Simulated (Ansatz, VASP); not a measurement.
## Two plane-wave programs on BN

```
CELL_PARAMETERS angstrom
2.53600 0.00000 0.00000
-1.26800 2.19624 0.00000
0.00000 0.00000 4.19900
ATOMIC_POSITIONS crystal
B 0.66667 0.33333 0.00000
B 0.33333 0.66667 0.50000
N 0.66667 0.33333 0.37500
N 0.33333 0.66667 0.87500
```

Measurements of this composition are mostly on another form, of space group No. 194.

Alike in both runs: task relaxation of cell and atoms; functional PBEsol; k mesh 12 × 12 × 6; occupations fermi-dirac, width 0.02 eV; no spin polarisation.

|  | VASP | Ansatz |
| --- | --- | --- |
| version | VASP 6.6.1 | Ansatz 0.2.0 |
| potentials or method | VASP PAW PBE potentials, release 64 (B, N) | PAW plane waves |
| plane-wave cutoff (eV) | 600 | 420 |
| valence electrons in the cell | 16 | 16 |

VASP gave:

| Property | Result |
| --- | --- |
| gap on the k mesh at the Fermi level, each at its own relaxed structure (eV) | 4.95 |
| relaxed volume (Å³/atom) | 5.88 |
| relaxed cell length with the largest relative difference (Å) | 2.542 |

Estimate Ansatz's values.

gap on the k mesh at the Fermi level, each at its own relaxed structure (eV): 4.96; relaxed volume (Å³/atom): 5.87; relaxed cell length with the largest relative difference (Å): 2.541.

Ansatz warned: «pseudo_functional_mismatch».

Caveats: the PAW data sets were made with another functional, which shifts forces and pressure a little (VASP). Zero-point motion and thermal expansion aren't in these numbers. A k mesh can miss the band edges.
